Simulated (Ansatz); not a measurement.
Wanted: the native input for an Ansatz 0.2.0 run.

| Item | Value |
| --- | --- |
| Task | relaxation of cell and atoms |
| Functional | r2SCAN |
| Potentials or basis | Ansatz PAW |
| Cutoff | 500 eV (not typed: the program's choice for these potentials) |
| k mesh | 12 × 12 × 7 |
| Occupations | fermi-dirac, width 0.05 eV |
| Spin | collinear spin, ferromagnetic start |
| Starting moments | [2.0, 2.0] μB |
| Target pressure | 10 GPa |
| Target pressure (GPa) | 10 |

The system is Co.

```
Co
1.0
     2.47200    0.00000    0.00000
    -1.23600    2.14081    0.00000
     0.00000    0.00000    4.02114
Co
2
Direct
  0.66667 0.33333 0.75000
  0.33333 0.66667 0.25000
```

These files were run (other wordings do the same):

input.yaml

```yaml
crystal:
  lattice:
    - [2.4719999032, 0.0, 0.0]
    - [-1.2359999516, 2.1408147143, 0.0]
    - [0.0, 0.0, 4.02114408]
  atoms:
    - { symbol: Co, position: [0.6666666667, 0.3333333333, 0.75], spin: 2.0 }
    - { symbol: Co, position: [0.3333333333, 0.6666666667, 0.25], spin: 2.0 }
hamiltonian:
  xc: r2scan
  pseudopotentials: { kind: paw }
magnetization:
  spin_polarized: true
kpoints:
  mp_grid: { grid: [12, 12, 7] }
scf:
  occupations: { method: fermi_dirac, width: 0.05 }
output:
  forces: true
  stress: true
  eigenvalues: true
relax:
  f_tol: 0.01
  max_steps: 40
  cell: { stress_tol: 0.05, p_target: 10.0 }
```

Potentials or basis: Ansatz PAW.

The run is started by

```bash
$ ansatz run input.yaml --threads 2 --pin off --max-ram 5632MiB --backend cpu --events-out ev --progress --plain --runs-dir out
```

Results of the run:

```yaml
Relaxed_volume: 10.23 Å³/atom
Relaxed_cell: a = 2.440 Å, b = 2.440 Å, c = 3.966 Å, α = 90.00°, β = 90.00°, γ = 120.00°
Space_group_after_relaxing_to_0.05_Å: P6_3/mmc (No. 194)
Energy_change_on_relaxing_the_enthalpy_is_what_falls: +12.9 meV/atom
Ionic_steps: 6
Pressure_after_relaxing: 10.0 GPa
Band_gap_on_the_k_mesh: none (metal or under the smearing width)
Net_moment: 3.47 μB per cell
Absolute_moment: 4.06 μB per cell
Site_moments: Co +1.87 μB
```

Caveat: the magnetic or orbital state may not be the lowest; the plane-wave basis is chosen anew once the cell has moved, so the energies of steps on either side of that aren't comparable; the PAW data sets come from PBE, with cores solved anew for the run's functional, which leaves a small shift of forces and pressure.

Run time: 33 s on 2 threads of Arm Neoverse V2, with other jobs on the host, peak memory 0.41 GiB.
